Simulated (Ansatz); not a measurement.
# InAs (F-43m) in Ansatz: equation of state

How stiff is InAs in PBE, and what volume does it want? The cell is scaled to several volumes.

Everything below comes from runs of Ansatz 0.2.0. Logs are shortened: lines on timing, memory, paths and dates and some standing lists are left out, and cuts for length are marked.

### 1 The structure

The structure is cubic, space group F-43m (No. 216). Conventional cell: a = 6.036 Å, b = 6.036 Å, c = 6.036 Å, α = 90.00°, β = 90.00°, γ = 90.00°. In (site symmetry -43m) is surrounded by 4 As at 2.61 Å. As (site symmetry -43m) is surrounded by 4 In at 2.61 Å.

### 2 Single point, PBE, 25.84 Å³/atom (volume scaled by 0.94)

Contents of input.yaml:

```yaml
crystal:
  lattice:
    - [0.0, 2.9563908761, 2.9563908761]
    - [2.9563908761, 0.0, 2.9563908761]
    - [2.9563908761, 2.9563908761, 0.0]
  atoms:
    - { symbol: In, position: [0.0, 0.0, 0.0] }
    - { symbol: As, position: [0.75, 0.75, 0.75] }
hamiltonian:
  xc: pbe
  pseudopotentials: { kind: paw }
kpoints:
  mp_grid: { grid: [8, 8, 8] }
scf:
  occupations: { method: fermi_dirac, width: 0.05 }
output:
  forces: true
  stress: true
  eigenvalues: true
```

Potentials or basis: Ansatz PAW.

Started as:

```sh
$ ansatz run input.yaml --threads 1 --pin off --max-ram 2560MiB --backend cpu --events-out ev --progress --plain --runs-dir out
```

What it wrote:

```text
Warning: RAYON_NUM_THREADS=1 ignored (pool sized by the plan → 1); use --threads N
Engine: ansatz 0.2.0, x86_64-unknown-linux-gnu
Pseudopotentials: kind: paw
Pseudopotential: In, paw, valence charge 13, recommended cutoff 420 eV (normal), In.paw.azcp
Pseudopotential: As, paw, valence charge 15, recommended cutoff 420 eV (normal), As.paw.azcp
Functional definition: PBE
  parameter kappa = 0.804
  parameter beta = 0.06672455060314922
  exchange = pbe_x(kappa = kappa, mu = beta*pi^2/3)
  correlation = pbe_c(beta = beta)
Crystal: 2 atoms, lattice volume = 51.679 Å³
Basis set: ecut = 420 eV, 965 PW (Γ), exchange–correlation on 60×60×60 points (8 copies of the dense FFT grid, shifted against one another)
Bands: 18, of which v1, the nominal top of the filled ones, is band 14 counted from 1 (13 counted from 0)
Symmetry: 24 space group operations
Space group: F-43m (ITA 216), of the structure as read, at distance tolerance 3.7e-5 Å
k-points: 29 of 512 (time reversal used)
Non-local potential: In, projectors of the file, l = 0: 2, l = 1: 2, l = 2: 2, l = 3: 2
Non-local potential: As, projectors of the file, l = 0: 2, l = 1: 2, l = 2: 3, l = 3: 1
PAW form: soft (Blöchl's): semilocal exchange-correlation on the pseudo side does not see the compensation charge
PAW one-centre angular grid: In, 590 points (default); XC on 64 Gauss nodes
PAW one-centre angular grid: As, 590 points (default); XC on 64 Gauss nodes
Initial density: superposition of atomic densities (neutral atoms: chi_scale 0, normalization atom), corrected by the library's trained network
Initial wavefunctions: pseudopotential atomic-orbital guess
Functional: x = pbe(κ = 0.804, μ = 0.2195149727645171), c = pbe(β = 0.06672455060314922)
SCF iter   1: F=—  HF=-10454.280752 eV  |F-HF|=—  |Δ(HF+E_count)|=         —  Δρ=2.14e-3  dr2=4.80e-3  ethr=1.77e-3  ⟨swp⟩=6.0  Hψ=2572  notcnv=0
preconditioner: auto → none  [insulator: Δε(μ)=0.129 eV  Ē_g=15.063 eV  σ=0.050 eV  W_gap=0.51  n_scr=14 (ndim 8)  ℏωp=21.9 eV  f_vac=0.084  D(μ)=0.04/eV (n_scr^D=0)  ε∞_Penn≈3.1]
SCF iter   2: F=—  HF=-10454.278354 eV  |F-HF|=—  |Δ(HF+E_count)|=   2.40e-3  Δρ=8.59e-4  dr2=3.76e-4  ethr=1.71e-5  ⟨swp⟩=2.0  Hψ=1123  notcnv=0
SCF iter   3: F=—  HF=-10454.278267 eV  |F-HF|=—  |Δ(HF+E_count)|=   8.71e-5  Δρ=2.43e-4  dr2=3.23e-5  ethr=1.34e-6  ⟨swp⟩=2.0  Hψ=784  notcnv=0
SCF iter   4: F=—  HF=-10454.278289 eV  |F-HF|=—  |Δ(HF+E_count)|=   2.17e-5  Δρ=8.79e-5  dr2=3.63e-6  ethr=1.16e-7  ⟨swp⟩=2.0  Hψ=638  notcnv=0
SCF iter   5: F=—  HF=-10454.278293 eV  |F-HF|=—  |Δ(HF+E_count)|=   4.79e-6  Δρ=2.50e-5  dr2=3.33e-7  ethr=1.30e-8  ⟨swp⟩=2.0  Hψ=929  notcnv=0
SCF iter   6: F=-10454.278293 eV  HF=-10454.278293 eV  |F-HF|=1.69e-9  |Δ(HF+E_count)|=   1.27e-7  Δρ=4.00e-6  dr2=5.95e-9  ethr=3.57e-10  ⟨swp⟩=5.8  Hψ=2434  notcnv=0
SCF 1 converged in 6 iterations: F = -10454.278293 eV  dr2 = 5.95e-9
SCF converged after 6 iterations
Free energy (F): -10454.278293 eV
Harris-Foulkes:  -10454.278293 eV  (|F-HF|=1.69e-9)
Internal energy: -10454.277936 eV  (E = F + TS)
E sigma→0 (E₀):  -10454.278115 eV
Entropy (-TS):   -0.000357 eV (-0.179 meV/atom)
Fermi energy:    8.898964 eV
--- Per-component energies (eV) ---
  E_band       = -289.443704
  E_kinetic    = 349.345034
  E_local      = -3183.887760  (includes V_loc(G=0)·N_el)
  E_nonlocal   = -303.171385
  E_hartree    = 1550.422967
  E_xc         = -295.674239
  E_vxc        = -180.177976  (∫ρ·V_xc dr)
  E_paw        = -5990.835592  (= ΣΔE_a)
  E_vpaw       = -72.400986  (= ΣTr[D̂ρ^β])
  E_aug_tail   = 0.000033  (compensation charges beyond the density's cutoff)
  E_ewald      = -2580.476995
  E_smearing   = -0.000357  (= −TS)
  E_closure    = 0.000000  (closes the sum)
  Σ components = -10454.278293   (vs F -10454.278293, Δ=0.00e0)
--- Forces (eV/Å), atoms counted from 1 ---
  atom   1  In    -0.00000000     0.00000000    -0.00000000
  atom   2  As     0.00000000    -0.00000000     0.00000000
  max |Σ_I F_I| component: 2.34e-16 eV/Å
--- Stress (GPa, compression-positive) ---
        9.079075      -0.000000      -0.000000
       -0.000000       9.079075       0.000000
       -0.000000       0.000000       9.079075
  P = ⅓ Tr σ = 9.0791 GPa (90.791 kbar)
--- Band table (eV; the first three rows and the last of 29) ---
  k-point 0: bands = ["-26.2722", "-26.2722", "-26.2722", "-26.2621", "-26.2621", "-5.7564", "-5.7564", "-5.7564", "-5.5997", "-5.5997", "-3.5354", "8.7883", "8.7883", "8.7883", "8.9354", "12.7303", "12.7303", "12.7303"]
  k-point 1: bands = ["-26.2722", "-26.2722", "-26.2722", "-26.2621", "-26.2621", "-5.7841", "-5.7489", "-5.7489", "-5.6000", "-5.6000", "-3.3523", "6.9349", "8.5732", "8.5732", "10.1128", "12.9410", "13.0357", "13.0357"]
  k-point 2: bands = ["-26.2723", "-26.2721", "-26.2721", "-26.2620", "-26.2620", "-5.8446", "-5.7329", "-5.7329", "-5.5985", "-5.5985", "-2.8511", "4.9616", "8.1548", "8.1548", "10.2093", "13.4901", "13.4901", "14.1644"]
  k-point 28: bands = ["-26.2722", "-26.2722", "-26.2716", "-26.2621", "-26.2616", "-5.9607", "-5.6918", "-5.6636", "-5.6195", "-5.5905", "-1.1601", "2.8162", "5.5461", "5.6146", "13.1013", "13.2928", "13.9749", "14.9075"]
```

Run time: 2 s. Hardware: 1 thread of Intel Xeon 6975P-C (Granite Rapids), shared host; peak memory 0.37 GiB.

Results:

| Item | Value |
| --- | --- |
| Free energy | -10454.2783 eV |
| Pressure | 9.1 GPa |
| Band gap on the k mesh | 0.15 eV, direct |

Caveat: spin-orbit coupling is left out, which moves the levels of the heavy elements.

### 3 Single point, PBE, 26.39 Å³/atom (volume scaled by 0.96)

Edit input.yaml of step 2 so:

```diff
@@ -2,5 +2,5 @@
   lattice:
-    - [0.0, 2.9563908761, 2.9563908761]
-    - [2.9563908761, 0.0, 2.9563908761]
-    - [2.9563908761, 2.9563908761, 0.0]
+    - [0.0, 2.9772112161, 2.9772112161]
+    - [2.9772112161, 0.0, 2.9772112161]
+    - [2.9772112161, 2.9772112161, 0.0]
   atoms:
```

Potentials or basis: Ansatz PAW.

Started as:

```sh
$ ansatz run input.yaml --threads 1 --pin off --max-ram 2560MiB --backend cpu --events-out ev --progress --plain --runs-dir out
```

Run time: 1.7 s. Hardware: 1 thread of Intel Xeon 6975P-C (Granite Rapids), shared host; peak memory 0.37 GiB.

Results (log left out):

```
Free energy            : -10454.3344 eV
Pressure               : 7.3 GPa
Band gap on the k mesh : none (metal or under the smearing width)
```

### 4 Single point, PBE, 26.94 Å³/atom (volume scaled by 0.98)

Edit input.yaml of step 3 so:

```diff
@@ -2,5 +2,5 @@
   lattice:
-    - [0.0, 2.9772112161, 2.9772112161]
-    - [2.9772112161, 0.0, 2.9772112161]
-    - [2.9772112161, 2.9772112161, 0.0]
+    - [0.0, 2.9977443561, 2.9977443561]
+    - [2.9977443561, 0.0, 2.9977443561]
+    - [2.9977443561, 2.9977443561, 0.0]
   atoms:
```

Started as:

```sh
$ ansatz run input.yaml --threads 1 --pin off --max-ram 2560MiB --backend cpu --events-out ev --progress --plain --runs-dir out
```

Run time: 1.9 s. Hardware: 1 thread of Intel Xeon 6975P-C (Granite Rapids), shared host; peak memory 0.36 GiB.

The run converged. Its results:

```
Free energy            : -10454.3791 eV
Pressure               : 5.7 GPa
Band gap on the k mesh : none (metal or under the smearing width)
```

### 5 Single point, PBE, 27.49 Å³/atom

Edit input.yaml of step 4 so:

```diff
@@ -2,5 +2,5 @@
   lattice:
-    - [0.0, 2.9977443561, 2.9977443561]
-    - [2.9977443561, 0.0, 2.9977443561]
-    - [2.9977443561, 2.9977443561, 0.0]
+    - [0.0, 3.018, 3.018]
+    - [3.018, 0.0, 3.018]
+    - [3.018, 3.018, 0.0]
   atoms:
@@ -19 +19,5 @@
   eigenvalues: true
+  write_density: true
+  write_potential: true
+  elf: true
+  volumetric_format: npy
```

Potentials or basis: Ansatz PAW.

Started as:

```sh
$ ansatz run input.yaml --threads 1 --pin off --max-ram 2560MiB --backend cpu --events-out ev --progress --plain --runs-dir out
```

What it wrote:

```text
Warning: RAYON_NUM_THREADS=1 ignored (pool sized by the plan → 1); use --threads N
[... 9 set-up lines as earlier in the session ...]
Crystal: 2 atoms, lattice volume = 54.978 Å³
Basis set: ecut = 420 eV, 1067 PW (Γ), exchange–correlation on 60×60×60 points (8 copies of the dense FFT grid, shifted against one another)
Bands: 18, of which v1, the nominal top of the filled ones, is band 14 counted from 1 (13 counted from 0)
[... 1 set-up line as earlier in the session ...]
Space group: F-43m (ITA 216), of the structure as read, at distance tolerance 3.8e-5 Å
k-points: 29 of 512 (time reversal used)
[... 8 set-up lines as earlier in the session ...]
SCF iter   1: F=—  HF=-10454.416335 eV  |F-HF|=—  |Δ(HF+E_count)|=         —  Δρ=2.35e-3  dr2=6.56e-3  ethr=1.77e-3  ⟨swp⟩=6.0  Hψ=2563  notcnv=0
preconditioner: auto → none  [insulator: Δε(μ)=0.941 eV  Ē_g=14.778 eV  σ=0.050 eV  W_gap=0.72  n_scr=14 (ndim 8)  ℏωp=21.2 eV  f_vac=0.106  D(μ)=0.06/eV (n_scr^D=0)  ε∞_Penn≈3.1]
SCF iter   2: F=—  HF=-10454.413475 eV  |F-HF|=—  |Δ(HF+E_count)|=   2.86e-3  Δρ=1.01e-3  dr2=5.77e-4  ethr=2.34e-5  ⟨swp⟩=2.0  Hψ=1129  notcnv=0
SCF iter   3: F=—  HF=-10454.413346 eV  |F-HF|=—  |Δ(HF+E_count)|=   1.29e-4  Δρ=2.92e-4  dr2=5.42e-5  ethr=2.06e-6  ⟨swp⟩=2.0  Hψ=784  notcnv=0
SCF iter   4: F=—  HF=-10454.413382 eV  |F-HF|=—  |Δ(HF+E_count)|=   3.59e-5  Δρ=1.00e-4  dr2=5.60e-6  ethr=1.94e-7  ⟨swp⟩=2.0  Hψ=638  notcnv=0
SCF iter   5: F=—  HF=-10454.413390 eV  |F-HF|=—  |Δ(HF+E_count)|=   7.81e-6  Δρ=3.18e-5  dr2=5.95e-7  ethr=2.00e-8  ⟨swp⟩=2.0  Hψ=929  notcnv=0
SCF iter   6: F=-10454.413390 eV  HF=-10454.413390 eV  |F-HF|=5.48e-9  |Δ(HF+E_count)|=   1.04e-7  Δρ=5.34e-6  dr2=1.15e-8  ethr=3.57e-10  ⟨swp⟩=9.5  Hψ=3915  notcnv=0
SCF 1 converged in 6 iterations: F = -10454.413390 eV  dr2 = 1.15e-8
  Residual-converged pass: ⟨swp⟩=1.0  Hψ=639  notcnv=0  max |occ|·‖R‖ = 7.1e-9 eV (tolerance 1.0e-8 eV)  dr2=1.15e-8  dr2_onsite=3.07e-8  max |Δocc| = 6.0e-11
SCF converged after 6 iterations
Free energy (F): -10454.413390 eV
Harris-Foulkes:  -10454.413390 eV  (|F-HF|=5.48e-9)
Internal energy: -10454.412841 eV  (E = F + TS)
E sigma→0 (E₀):  -10454.413115 eV
Entropy (-TS):   -0.000548 eV (-0.274 meV/atom)
Fermi energy:    7.970398 eV
--- Per-component energies (eV) ---
  E_band       = -309.880633
  E_kinetic    = 347.392652
  E_local      = -3267.660629  (includes V_loc(G=0)·N_el)
  E_nonlocal   = -303.266842
  E_hartree    = 1582.486419
  E_xc         = -294.805638
  E_vxc        = -178.992881  (∫ρ·V_xc dr)
  E_paw        = -5990.759421  (= ΣΔE_a)
  E_vpaw       = -72.331155  (= ΣTr[D̂ρ^β])
  E_aug_tail   = 0.000035  (compensation charges beyond the density's cutoff)
  E_ewald      = -2527.799418
  E_smearing   = -0.000548  (= −TS)
  E_closure    = 0.000000  (closes the sum)
  Σ components = -10454.413390   (vs F -10454.413390, Δ=0.00e0)
--- Forces (eV/Å), atoms counted from 1 ---
  atom   1  In    -0.00000000     0.00000000     0.00000000
  atom   2  As     0.00000000    -0.00000000     0.00000000
  max |Σ_I F_I| component: 1.67e-16 eV/Å
--- Stress (GPa, compression-positive) ---
        4.291896       0.000000      -0.000000
        0.000000       4.291896       0.000000
       -0.000000       0.000000       4.291896
  P = ⅓ Tr σ = 4.2919 GPa (42.919 kbar)
--- Band table (eV; the first three rows and the last of 29) ---
  k-point 0: bands = ["-27.0527", "-27.0527", "-27.0527", "-27.0447", "-27.0447", "-6.4759", "-6.4759", "-6.4759", "-6.3479", "-6.3479", "-3.9771", "7.7517", "7.9221", "7.9221", "7.9221", "11.8424", "11.8424", "11.8424"]
  k-point 1: bands = ["-27.0527", "-27.0527", "-27.0527", "-27.0446", "-27.0446", "-6.4967", "-6.4699", "-6.4699", "-6.3480", "-6.3480", "-3.8139", "6.0425", "7.7287", "7.7287", "9.0419", "11.9984", "12.1243", "12.1243"]
  k-point 2: bands = ["-27.0527", "-27.0526", "-27.0526", "-27.0446", "-27.0446", "-6.5434", "-6.4570", "-6.4570", "-6.3467", "-6.3467", "-3.3673", "4.2190", "7.3476", "7.3476", "9.1850", "12.5596", "12.5596", "13.1050"]
  k-point 28: bands = ["-27.0527", "-27.0527", "-27.0522", "-27.0446", "-27.0443", "-6.6394", "-6.4244", "-6.4001", "-6.3636", "-6.3398", "-1.8932", "2.2131", "4.9524", "5.0343", "12.1613", "12.2212", "12.9436", "14.0177"]
```

rho_z.tsv:

```text
# z_ang	rho[e/angstrom^3]
# format = ansatz-planar-average/11
# lattice	0.000000000	3.018000000	3.018000000
# lattice	3.018000000	0.000000000	3.018000000
# lattice	3.018000000	3.018000000	0.000000000
# sites	2
# site	49	0.000000000	0.000000000	0.000000000
# site	33	4.527000000	4.527000000	4.527000000
0.000000	8.503834e-1
0.142270	7.894550e-1
0.284540	6.766279e-1
0.426810	5.368979e-1
0.569080	3.979764e-1
0.711349	2.803645e-1
[... 22 lines left out ...]
3.983557	8.178019e-1
4.125827	8.525068e-1
```

Wall time 2.3 s (1 thread of Intel Xeon 6975P-C (Granite Rapids), shared host); peak memory 0.38 GiB.

What came out:

```yaml
Free_energy: -10454.4134 eV
Pressure: 4.3 GPa
Band_gap_on_the_k_mesh: none (metal or under the smearing width)
```

### 6 Single point, PBE, 28.04 Å³/atom (volume scaled by 1.02)

Edit input.yaml of step 5 so:

```diff
@@ -2,5 +2,5 @@
   lattice:
-    - [0.0, 3.018, 3.018]
-    - [3.018, 0.0, 3.018]
-    - [3.018, 3.018, 0.0]
+    - [0.0, 3.0379873375, 3.0379873375]
+    - [3.0379873375, 0.0, 3.0379873375]
+    - [3.0379873375, 3.0379873375, 0.0]
   atoms:
@@ -19,5 +19 @@
   eigenvalues: true
-  write_density: true
-  write_potential: true
-  elf: true
-  volumetric_format: npy
```

Potentials or basis: Ansatz PAW.

Started as:

```sh
$ ansatz run input.yaml --threads 1 --pin off --max-ram 2560MiB --backend cpu --events-out ev --progress --plain --runs-dir out
```

Wall time 1.8 s (1 thread of Intel Xeon 6975P-C (Granite Rapids), shared host); peak memory 0.37 GiB.

It converged, with:

- Free energy: -10454.4384 eV
- Pressure: 3.0 GPa
- Band gap on the k mesh: none (metal or under the smearing width)

### 7 Single point, PBE, 28.59 Å³/atom (volume scaled by 1.04)

Edit input.yaml of step 6 so:

```diff
@@ -2,5 +2,5 @@
   lattice:
-    - [0.0, 3.0379873375, 3.0379873375]
-    - [3.0379873375, 0.0, 3.0379873375]
-    - [3.0379873375, 3.0379873375, 0.0]
+    - [0.0, 3.0577150807, 3.0577150807]
+    - [3.0577150807, 0.0, 3.0577150807]
+    - [3.0577150807, 3.0577150807, 0.0]
   atoms:
```

Started as:

```sh
$ ansatz run input.yaml --threads 1 --pin off --max-ram 2560MiB --backend cpu --events-out ev --progress --plain --runs-dir out
```

It took 1.8 s on 1 thread of Intel Xeon 6975P-C (Granite Rapids), shared host; peak memory 0.37 GiB.

It converged, with:

```yaml
Free_energy: -10454.4549 eV
Pressure: 1.8 GPa
Band_gap_on_the_k_mesh: none (metal or under the smearing width)
```

### 8 Single point, PBE, 29.14 Å³/atom (volume scaled by 1.06)

Edit input.yaml of step 7 so:

```diff
@@ -2,5 +2,5 @@
   lattice:
-    - [0.0, 3.0577150807, 3.0577150807]
-    - [3.0577150807, 0.0, 3.0577150807]
-    - [3.0577150807, 3.0577150807, 0.0]
+    - [0.0, 3.0771914981, 3.0771914981]
+    - [3.0771914981, 0.0, 3.0771914981]
+    - [3.0771914981, 3.0771914981, 0.0]
   atoms:
@@ -19 +19,5 @@
   eigenvalues: true
+  write_density: true
+  write_potential: true
+  elf: true
+  volumetric_format: npy
```

Started as:

```sh
$ ansatz run input.yaml --threads 1 --pin off --max-ram 2560MiB --backend cpu --events-out ev --progress --plain --runs-dir out
```

Wall time 2.3 s (1 thread of Intel Xeon 6975P-C (Granite Rapids), shared host); peak memory 0.38 GiB.

Results (log left out):

```
Free energy            : -10454.4639 eV
Pressure               : 0.8 GPa
Band gap on the k mesh : none (metal or under the smearing width)
```

### 9 Equation of state, PBE

Potentials or basis: Ansatz PAW.

No new run: the results of the series are fitted here.

Results:

- Equilibrium volume: 29.59 Å³/atom (rough: see the caveat)
- Bulk modulus: 49 GPa (rough)

Energy against volume, from the lowest point:
```csv
volume (Å³/atom),energy (meV/atom)
25.840,92.78
26.389,64.71
26.939,42.38
27.489,25.24
28.039,12.76
28.588,4.49
29.138,0.00
```

Caveat: the minimum lies outside the volumes run.
